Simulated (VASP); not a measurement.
# Pb (R-3m) in VASP: further runs

Runs on Pb. Level: PBE. Tasks: single point.

All numbers are computed with VASP 6.6.1; they aren't measurements. Logs are shortened: lines on timing, memory, paths and dates and some standing lists are left out, and cuts for length are marked.

## Step 1: The cell of the first run

It takes space group R-3m (No. 166, trigonal). The conventional cell has a = 5.721 Å, b = 5.721 Å, c = 2.886 Å, α = 90.00°, β = 90.00°, γ = 120.00°. Pb (site symmetry -3m) has 2 Pb at 2.89 Å as nearest neighbours.

This isn't the form of Pb at room conditions, which is fcc.

## Step 2: Single point, PBE (strained and moved within a subgroup)

Input file INCAR:

```
SYSTEM = Pb
  PREC = Accurate
  ENCUT = 520
  EDIFF = 1E-7
  ISMEAR = 0
  SIGMA = 0.1
  LREAL = .False.
  LASPH = .True.
  NELM = 100
  ALGO = Fast
  ISIF = 2
  LWAVE = .False.
  LCHARG = .False.
  GGA = PE
  NBANDS = 13
```

Input file KPOINTS:

```
Automatic mesh
0
Gamma
  15 15 15
  0 0 0
```

Input file POSCAR:

```
Pb
1.0
   -1.6663784403      1.6663784403      1.6663784403
    1.9039375883     -1.9039375883      2.1414967363
    1.9039375883      2.1414967363     -1.9039375883
Pb
1
Direct
    0.0000000000      0.0000000000      0.0000000000
```

Potentials or basis: VASP PAW PBE potentials, release 64 (Pb_d).

On the command line:

```sh
$ cat potpaw_PBE.64/Pb_d/POTCAR > POTCAR
$ mpirun -np 1 vasp_std > vasp.out
```

OUTCAR:

```text
SYSTEM = Pb
   PREC = Accurate
   ENCUT = 520
   EDIFF = 1E-7
   ISMEAR = 0
   LREAL = .False.
   LASPH = .True.
   NELM = 100
   ISIF = 2
   GGA = PE

 ion  position               nearest neighbor table
   1  0.000  0.000  0.000-

  LATTYP: Found a trigonal (rhomboedric) cell.
 ALAT       =     3.4403437258
 COS(alpha) =    -0.3826957871

  Lattice vectors:

 A1 = (  -1.9039375883,   1.9039375883,  -2.1414967363)
 A2 = (  -1.9039375883,  -2.1414967363,   1.9039375883)
 A3 = (   2.1414967363,   1.9039375883,   1.9039375883)

Analysis of symmetry for initial positions (statically):
=====================================================================
 Subroutine PRICEL returns:
 Original cell was already a primitive cell.

 Routine SETGRP: Setting up the symmetry group for a
 trigonal (rhombohedral) supercell.

 Subroutine GETGRP returns: Found 12 space group operations
 (whereof 12 operations were pure point group operations)
 out of a pool of 12 trial point group operations.

The static configuration has the point symmetry D_3d.

Analysis of symmetry for dynamics (positions and initial velocities):
=====================================================================
 Subroutine PRICEL returns:
 Original cell was already a primitive cell.

 Routine SETGRP: Setting up the symmetry group for a
 trigonal (rhombohedral) supercell.

 Subroutine GETGRP returns: Found 12 space group operations
 (whereof 12 operations were pure point group operations)
 out of a pool of 12 trial point group operations.

The dynamic configuration has the point symmetry D_3d.

 Subroutine INISYM returns: Found 12 space group operations
 (whereof 12 operations are pure point group operations),
 and found     1 'primitive' translations

----------------------------------------------------------------------------------------

                                     Primitive cell

  volume of cell :      27.2712

  direct lattice vectors                    reciprocal lattice vectors
    -1.666378440  1.666378440  1.666378440    -0.035239762  0.282432009  0.282432009
     1.903937588 -1.903937588  2.141496736     0.247192247  0.000000000  0.247192247
     1.903937588  2.141496736 -1.903937588     0.247192247  0.247192247  0.000000000

  length of vectors
     2.886252123  3.440343726  3.440343726     0.400970722  0.349582628  0.349582628

  position of ions in fractional coordinates (direct lattice)
     0.000000000  0.000000000  0.000000000

  ion indices of the primitive-cell ions
[... 79 lines left out ...]
   NFREE  =      0    steps in history (QN), initial steepest desc. (CG)
   ISIF   =      2    stress and relaxation
   ISYM   =      2    0-nonsym 1-usesym 2-fastsym
   POTIM  = 0.5000    time-step for ionic-motion
   TEBEG  =    0.0;   TEEND  =   0.0 temperature during run
   PSTRESS=    0.0 pullay stress
   NELECT =      14.0000    total number of electrons
   NUPDOWN=      -1.0000    fix difference up-down
   EMIN   =  10.00;   EMAX   =-10.00  energy-range for DOS
   EFERMI =   0.00;   METHOD = LEGACY
   ISMEAR =     0;   SIGMA  =   0.10  broadening in eV -4-tet -1-fermi 0-gaus
   EFERMI_NEDOS =   21; number of points for ismear=-14 and -15
   IALGO  =     68    algorithm
   IMIX   =      4    mixing-type and parameters
     AMIX     =   0.40;   BMIX     =  1.00
     AMIX_MAG =   1.60;   BMIX_MAG =  1.00
  volume/ion in A,a.u.               =      27.27       184.04
  Fermi-wavevector in a.u.,A,eV,Ry     =   1.310840  2.477128 23.378894  1.718300
  Thomas-Fermi vector in A             =   2.441342
   LORBIT       =      0    0 simple, 1 ext, 2 COOP (PROOUT), +10 PAW based schemes
   GGA     = PE    functional components
   LHFCALC =     F    Hartree Fock is set to
   AEXX    =    0.0000 exact exchange contribution
   IVDW    =     0    specifies the selected vdW correction
   LEPSILON=     F    determine dielectric tensor
   LRPA    =     F    only Hartree local field effects (RPA)
 non-spin polarized calculation
 RMM-DIIS sequential band-by-band and
 Gauss-broadening in eV      SIGMA  =   0.10
  energy-cutoff  :      520.00
  volume of cell :       27.27
 maximum number of plane-waves:       759
 NGX is ok and might be reduce to    24
   NGX = 11   NGY = 13   NGZ = 13

 number of electron      13.9999998 magnetization

 Free energy of the ion-electron system (eV)
  ---------------------------------------------------
  ext. energy  EPLUGINS =         0.00000000
  ---------------------------------------------------
  free energy    TOTEN  =        -3.20324575 eV

  energy without entropy =       -3.20061218  energy(sigma->0) =       -3.20192896

 E-fermi :   8.6036     XC(G=0): -10.6829

 val. band max:        8.5912354475   @ k =  -0.4667  -0.3333   0.0667
 cond. band min:       8.6083598084   @ k =   0.2667   0.3333   0.0667
 fundamental gap:      0.0171243609
 Fermi energy:         8.6035728316

 k-point     1 :       0.0000    0.0000    0.0000
  band No.  band energies     occupation
      1      -9.2783      2.00000
      2      -8.6610      2.00000
      3      -8.6610      2.00000
      4      -8.3485      2.00000
      5      -8.3485      2.00000
      6      -4.0791      2.00000
      7      14.7682      0.00000
      8      14.7682      0.00000
      9      18.3583      0.00000
     10      19.2604      0.00000
     11      20.3392      0.00000
     12      20.7130      0.00000
     13      20.7130      0.00000
[... 354 lines left out ...]
  band No.  band energies     occupation
      1      -9.2346      2.00000
      2      -8.6781      2.00000
      3      -8.5779      2.00000
      4      -8.3726      2.00000
      5      -8.3529      2.00000
      6      -3.4463      2.00000
      7      11.0109      0.00000
      8      13.5481      0.00000
      9      17.0242      0.00000
     10      17.9506      0.00000
     11      21.6035      0.00000
     12      21.7117      0.00000
     13      22.9095      0.00000

 [... further k-points ...]
[... 5 lines left out ...]
  --------------------------------------------------------------------------------------
  -------------------------------------------------------------------------------------
  Total        2.1034628      2.1034628      2.1034628     -1.2382983      1.2382983     -1.2382983
  in kB      123.5780871    123.5780871    123.5780871    -72.7498160     72.7498160    -72.7498160
  external PRESSURE =     123.5780871 kB  Pullay stress =       0.0000000 kB

 VOLUME and BASIS-vectors are now :
 -----------------------------------------------------------------------------
  energy-cutoff  :      520.00
  volume of cell :       27.27
      direct lattice vectors                 reciprocal lattice vectors
    -1.666378440  1.666378440  1.666378440    -0.035239762  0.282432009  0.282432009
     1.903937588 -1.903937588  2.141496736     0.247192247  0.000000000  0.247192247
     1.903937588  2.141496736 -1.903937588     0.247192247  0.247192247  0.000000000

 POSITION                                       TOTAL-FORCE (eV/Angst)
 -----------------------------------------------------------------------------------
      0.00000      0.00000      0.00000        -0.000000      0.000000      0.000000
 -----------------------------------------------------------------------------------
    total drift:                               -0.000000     -0.000000      0.000000

  FREE ENERGIE OF THE ION-ELECTRON SYSTEM (eV)
  ---------------------------------------------------
  free  energy   TOTEN  =        -3.2032457472 eV

  energy  without entropy=       -3.2006121786  energy(sigma->0) =       -3.20192896
```

OSZICAR:

```text
N       E                     dE             d eps       ncg     rms          rms(c)
DAV:   1     0.107368240425E+03    0.10737E+03   -0.72279E+03  9107   0.130E+03
DAV:   2     0.180231312054E+01   -0.10557E+03   -0.10230E+03  9504   0.319E+02
DAV:   3    -0.311065491506E+01   -0.49130E+01   -0.48924E+01 11210   0.739E+01
DAV:   4    -0.322043421384E+01   -0.10978E+00   -0.10975E+00 10762   0.114E+01
DAV:   5    -0.322522027519E+01   -0.47861E-02   -0.47860E-02 12165   0.224E+00    0.799E-01
RMM:   6    -0.320869211754E+01    0.16528E-01   -0.13005E-02 10960   0.173E+00    0.407E-01
RMM:   7    -0.320322840370E+01    0.54637E-02   -0.10390E-02 10874   0.122E+00    0.918E-02
RMM:   8    -0.320317994766E+01    0.48456E-04   -0.25239E-03 13321   0.666E-01    0.160E-02
RMM:   9    -0.320323675381E+01   -0.56806E-04   -0.64635E-04 13681   0.261E-01    0.183E-02
RMM:  10    -0.320324001955E+01   -0.32657E-05   -0.14027E-04 11799   0.201E-01    0.783E-03
RMM:  11    -0.320324551237E+01   -0.54928E-05   -0.87483E-05 14039   0.977E-02    0.490E-03
RMM:  12    -0.320324550816E+01    0.42103E-08   -0.11799E-05 14029   0.347E-02    0.172E-03
RMM:  13    -0.320324568175E+01   -0.17359E-06   -0.12635E-06 12753   0.130E-02    0.473E-04
RMM:  14    -0.320324574720E+01   -0.65449E-07   -0.32098E-07  7957   0.558E-03
   1 F= -.32032457E+01 E0= -.32019290E+01  d E =-.263357E-02
```

Wall time 52 s (1 thread of Intel Xeon 6975P-C (Granite Rapids), shared host); peak memory 0.23 GiB.

Results:

| Quantity | Value |
| --- | --- |
| Free energy | -3.2032 eV |
| Pressure | 12.4 GPa |
| Band gap on the k mesh | none (metal or under the smearing width) |

## Step 3: Single point, PBE (all atoms moved at random, cell strained at random)

Input file INCAR:

```
  PREC = Accurate
  ENCUT = 520
  EDIFF = 1E-6
  ISMEAR = 0
  SIGMA = 0.1
  LREAL = False
  LASPH = True
  NELM = 100
  ALGO = Fast
  ISIF = 2
  LWAVE = False
  LCHARG = False
  GGA = PE
  NBANDS = 13
```

Input file KPOINTS:

```
Automatic mesh
0
Gamma
  14 14 14
```

Input file POSCAR:

```
Pb
1.0
   -1.9351172264      1.8022028831      1.9637826970
    1.8163376524     -1.8411229902      1.8839232301
    2.0236080091      1.9296137729     -2.0027028041
Pb
1
Direct
    0.0000000000      0.0000000000      0.0000000000
```

Potentials or basis: VASP PAW PBE potentials, release 64 (Pb_d).

On the command line:

```sh
$ cat potpaw_PBE.64/Pb_d/POTCAR > POTCAR
$ mpirun -np 1 vasp_std > vasp.out
```

OUTCAR:

```text
PREC = Accurate
   ENCUT = 520
   EDIFF = 1E-6
   ISMEAR = 0
   LREAL = False
   LASPH = True
   NELM = 100
   ISIF = 2
   GGA = PE

 ion  position               nearest neighbor table
   1  0.000  0.000  0.000-

  LATTYP: Found a triclinic cell.
 ALAT       =     3.1996848391
 B/A-ratio  =     1.6345573348
 C/A-ratio  =     1.0178686795
 COS(alpha) =     0.0064650950
 COS(beta)  =     0.3315115662
 COS(gamma) =     0.7990208540

  Lattice vectors:

 A1 = (   1.8163376524,  -1.8411229902,   1.8839232301)
 A2 = (   3.7514548788,  -3.6433258733,  -0.0798594669)
 A3 = (   1.9048284351,   1.8906936658,   1.8450031230)

Analysis of symmetry for initial positions (statically):
=====================================================================
 Subroutine PRICEL returns:
 Original cell was already a primitive cell.

 Routine SETGRP: Setting up the symmetry group for a
 triclinic supercell.

 Subroutine GETGRP returns: Found  2 space group operations
 (whereof  2 operations were pure point group operations)
 out of a pool of  2 trial point group operations.

The static configuration has the point symmetry S_2 .

Analysis of symmetry for dynamics (positions and initial velocities):
=====================================================================
 Subroutine PRICEL returns:
 Original cell was already a primitive cell.

 Routine SETGRP: Setting up the symmetry group for a
 triclinic supercell.

 Subroutine GETGRP returns: Found  2 space group operations
 (whereof  2 operations were pure point group operations)
 out of a pool of  2 trial point group operations.

The dynamic configuration has the point symmetry S_2 .

 Subroutine INISYM returns: Found  2 space group operations
 (whereof  2 operations are pure point group operations),
 and found     1 'primitive' translations

----------------------------------------------------------------------------------------

                                     Primitive cell

  volume of cell :      27.5249
[... 110 lines left out ...]
  Thomas-Fermi vector in A             =   2.437577
   LORBIT       =      0    0 simple, 1 ext, 2 COOP (PROOUT), +10 PAW based schemes
   GGA     = PE    functional components
   LHFCALC =     F    Hartree Fock is set to
   AEXX    =    0.0000 exact exchange contribution
   IVDW    =     0    specifies the selected vdW correction
   LEPSILON=     F    determine dielectric tensor
   LRPA    =     F    only Hartree local field effects (RPA)
 non-spin polarized calculation
 RMM-DIIS sequential band-by-band and
 Gauss-broadening in eV      SIGMA  =   0.10
  energy-cutoff  :      520.00
  volume of cell :       27.52
 maximum number of plane-waves:       757
   NGX = 13   NGY = 11   NGZ = 13

 number of electron      14.0000001 magnetization

 Free energy of the ion-electron system (eV)
  ---------------------------------------------------
  ext. energy  EPLUGINS =         0.00000000
  ---------------------------------------------------
  free energy    TOTEN  =        -3.40754077 eV

  energy without entropy =       -3.40449990  energy(sigma->0) =       -3.40602034

 E-fermi :   8.4179     XC(G=0): -10.6593

 val. band max:        8.4176813861   @ k =   0.5000  -0.2857   0.0714
 cond. band min:       8.4181608173   @ k =   0.2857   0.2143   0.4286
 fundamental gap:      0.0004794312
 Fermi energy:         8.4178622659

 k-point     1 :       0.0000    0.0000    0.0000
  band No.  band energies     occupation
      1      -8.9000      2.00000
      2      -8.8477      2.00000
      3      -8.7231      2.00000
      4      -8.5092      2.00000
      5      -8.4821      2.00000
      6      -4.0451      2.00000
      7      15.9693      0.00000
      8      16.9348      0.00000
      9      17.4476      0.00000
     10      19.6430      0.00000
     11      19.8965      0.00000
     12      20.3053      0.00000
     13      20.8118      0.00000
[... 354 lines left out ...]
  band No.  band energies     occupation
      1      -8.8367      2.00000
      2      -8.7634      2.00000
      3      -8.6799      2.00000
      4      -8.5628      2.00000
      5      -8.5009      2.00000
      6      -3.2081      2.00000
      7      12.5492      0.00000
      8      14.5703      0.00000
      9      15.0413      0.00000
     10      18.1822      0.00000
     11      18.2834      0.00000
     12      20.6053      0.00000
     13      21.7867      0.00000

 [... further k-points ...]
[... 5 lines left out ...]
  --------------------------------------------------------------------------------------
  -------------------------------------------------------------------------------------
  Total        1.4855464      1.4084618      1.5096329     -0.2299185      0.0531037      0.3527578
  in kB       86.4712001     81.9842344     87.8732351    -13.3831750      3.0910788     20.5334493
  external PRESSURE =      85.4428899 kB  Pullay stress =       0.0000000 kB

 VOLUME and BASIS-vectors are now :
 -----------------------------------------------------------------------------
  energy-cutoff  :      520.00
  volume of cell :       27.52
      direct lattice vectors                 reciprocal lattice vectors
    -1.935117226  1.802202883  1.963782697     0.001888400  0.270660902  0.262691192
     1.816337652 -1.841122990  1.883923230     0.268797579 -0.003577190  0.268156781
     2.023608009  1.929613773 -2.002702804     0.254706993  0.262035907  0.010513395

 POSITION                                       TOTAL-FORCE (eV/Angst)
 -----------------------------------------------------------------------------------
      0.00000      0.00000      0.00000         0.000000      0.000000      0.000000
 -----------------------------------------------------------------------------------
    total drift:                               -0.000000     -0.000000      0.000000

  FREE ENERGIE OF THE ION-ELECTRON SYSTEM (eV)
  ---------------------------------------------------
  free  energy   TOTEN  =        -3.4075407741 eV

  energy  without entropy=       -3.4044998962  energy(sigma->0) =       -3.40602034
```

OSZICAR:

```text
N       E                     dE             d eps       ncg     rms          rms(c)
DAV:   1     0.107266097614E+03    0.10727E+03   -0.71813E+03 36400   0.130E+03
DAV:   2     0.160345386470E+01   -0.10566E+03   -0.10231E+03 38016   0.316E+02
DAV:   3    -0.331060687493E+01   -0.49141E+01   -0.48916E+01 44670   0.734E+01
DAV:   4    -0.341978913825E+01   -0.10918E+00   -0.10915E+00 42321   0.114E+01
DAV:   5    -0.342453092742E+01   -0.47418E-02   -0.47416E-02 49206   0.223E+00    0.665E-01
RMM:   6    -0.341126899840E+01    0.13262E-01   -0.12713E-02 43509   0.168E+00    0.329E-01
RMM:   7    -0.340755995546E+01    0.37090E-02   -0.84186E-03 42474   0.108E+00    0.893E-02
RMM:   8    -0.340748644349E+01    0.73512E-04   -0.17567E-03 50571   0.592E-01    0.125E-02
RMM:   9    -0.340753324142E+01   -0.46798E-04   -0.48725E-04 57061   0.218E-01    0.141E-02
RMM:  10    -0.340754131614E+01   -0.80747E-05   -0.11722E-04 45836   0.189E-01    0.120E-02
RMM:  11    -0.340753860582E+01    0.27103E-05   -0.54998E-05 50223   0.974E-02    0.228E-03
RMM:  12    -0.340754054070E+01   -0.19349E-05   -0.22007E-05 46898   0.519E-02    0.138E-03
RMM:  13    -0.340754077412E+01   -0.23342E-06   -0.48624E-06 28433   0.289E-02
   1 F= -.34075408E+01 E0= -.34060203E+01  d E =-.304088E-02
```

It took 2.4 min on 1 thread of Intel Xeon 6975P-C (Granite Rapids), shared host; peak memory 0.52 GiB.

What came out:

```yaml
Free_energy: -3.4075 eV
Pressure: 8.5 GPa
Band_gap_on_the_k_mesh: none (metal or under the smearing width)
```
